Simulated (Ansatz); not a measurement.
# SnO2 (fluorite structure)

Computed with Ansatz (plane waves, PAW, 420 eV cutoff): PBEsol, scalar-relativistic, no spin polarisation, 10×10×10 k-mesh, Gaussian smearing of 0.05 eV; PAW files: Ansatz's generated set soft_2.

```cif
data_structure
_symmetry_space_group_name_H-M 'Fm-3m'
_symmetry_Int_Tables_number 225
_cell_length_a 5.0851
_cell_length_b 5.0851
_cell_length_c 5.0851
_cell_angle_alpha 90.000
_cell_angle_beta 90.000
_cell_angle_gamma 90.000
_cell_volume 131.49
loop_
_atom_site_label
_atom_site_type_symbol
_atom_site_symmetry_multiplicity
_atom_site_Wyckoff_symbol
_atom_site_fract_x
_atom_site_fract_y
_atom_site_fract_z
_atom_site_occupancy
Sn1 Sn 4 a 0.00000 0.00000 0.00000 1
O1 O 8 c 0.25000 0.75000 0.75000 1
```

The start was a prototype's sites filled with these elements. The Crystallography Open Database lists the compound in space group P42/mnm, so this is a trial structure.

The cell above was scaled in volume, its shape and atoms being fixed by the lattice's symmetry. Energies are counted from the cell above.

The cell is relaxed to zero pressure at this level.

| V (Å³/atom) | ΔE (meV/atom) | P (GPa) | gap on the mesh (eV) |
| --- | --- | --- | --- |
| 10.52 | 11.9 | 9.2 | 0.51 |
| 10.74 | 2.8 | 4.3 | 0.30 |
| 10.96 | 0.0 | -0.1 | 0.10 |
| 11.18 | 2.7 | -4.0 | metal |
| 11.40 | 10.7 | -7.4 | metal |

(1) What do the points give for the equilibrium volume, the bulk modulus and its pressure derivative (third-order Birch–Murnaghan)?

Answer:

(1) V0 = 10.96 Å³/atom, B0 = 206 GPa, B0′ isn't fixed: the energies give 3.9, and a fit of the pressures differs by over 0.35.

B0·V0 = 206.2 GPa × 10.96 Å³ = 14.10 eV/atom sets the scale: near the minimum ΔE ≈ ½ B0 V0 x², with x = V/V0 − 1, and a pressure of 2.1 GPa squeezes the volume by about 1 %. At the ends of the curve: x = −4.0 % predicts 11.2 meV/atom and the run gives 11.9; x = +4.0 % predicts 11.4 meV/atom and the run gives 10.7. Compression costs more and expansion less than the parabola says, since the crystal stiffens as it shrinks; B0′ measures that.
